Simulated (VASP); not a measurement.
## AlP (F-43m): energy against volume by PBE and RPA

```
Al P
1.0
     0.00000    2.73150    2.73150
     2.73150    0.00000    2.73150
     2.73150    2.73150    0.00000
Al P
1 1
Direct
  0.00000 0.00000 0.00000
  0.25000 0.25000 0.25000
```

RPA total energy on PBE orbitals (quartic-scaling ACFDT), PAW potentials of the _GW family (VASP); 4×4×4 mesh, wave cutoff 255 eV (382.6 eV for the PBE and exact-exchange energies), correlation extrapolated to infinite response cutoff from cutoffs up to 170 eV, 388 bands in all, long-wavelength term: neglected, exchange with the bare kernel with the probe-charge correction. The band count is that of the given cell and grows with the volume.

Energies and volumes of the whole cell, energies counted from the given cell:

```tsv
V/V_given	V (Å³)	PBE (meV)	Hartree-Fock expression on these orbitals (meV)	RPA (meV)
0.92	37.50	136	166	103
0.96	39.13	45	56	28
1.00	40.76	0	0	0
1.04	42.39	-7	-10	11
1.08	44.02	17	17	53
```

(1) Fit third-order Birch-Murnaghan curves. Where are the minima?

## Answers

(1) PBE: V0 = 20.95 Å³ an atom (lattice constants +0.9 % against the given cell), B0 = 83 GPa; Hartree-Fock expression on these orbitals: V0 = 20.99 Å³ an atom (lattice constants +1.0 % against the given cell), B0 = 99 GPa; RPA: V0 = 20.53 Å³ an atom (lattice constants +0.2 % against the given cell), B0 = 92 GPa.

The mesh is coarse, so these are values at the stated settings, not converged ones.
